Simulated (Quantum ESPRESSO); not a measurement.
The system is Re.

```
Re
1.0
     2.76639    0.00000    0.00000
    -1.38319    2.39576    0.00000
     0.00000    0.00000    8.93885
Re
4
Direct
  0.66667 0.33333 0.75000
  0.00000 0.00000 0.50000
  0.33333 0.66667 0.25000
  0.00000 0.00000 0.00000
```

- Program: Quantum ESPRESSO 7.5
- Task: single point
- Functional: PBE
- Potentials or basis: SSSP 1.3 efficiency PBE
- Cutoff: 748 eV
- Density cutoff: 5987 eV
- k mesh: 11 × 11 × 3
- Occupations: fermi-dirac, width 0.05 eV
- Spin: no spin polarisation

On this cell: pressure 2.9 GPa; largest force under 0.003 eV/Å; band gap on the k mesh none (metal or under the smearing width).

The same run follows on a disturbed copy (atoms moved at random, drawn with an rms of 0.05 Å):

```
CELL_PARAMETERS angstrom
2.76639 0.00000 0.00000
-1.38319 2.39576 0.00000
0.00000 0.00000 8.93885
ATOMIC_POSITIONS crystal
Re 0.67781 0.34543 0.74777
Re 0.98591 0.98710 0.49875
Re 0.33384 0.64301 0.24877
Re 0.01188 0.01044 0.99654
```

Question: What changes?

Answer: The energy (extrapolated to zero smearing) moves by +5.6 meV/atom; pressure 3.1 GPa; largest force 0.327 eV/Å; band gap on the k mesh none (metal or under the smearing width).

Forces in eV/Å, atoms in the order of the input:
```
Re  -0.061 -0.171  0.071
Re   0.212  0.092 -0.180
Re  -0.164  0.263 -0.105
Re   0.013 -0.183  0.214
```

Stress tensor (GPa, compression positive):
```
 2.11  0.24  0.04
 0.24  3.78 -0.06
 0.04 -0.06  3.29
```
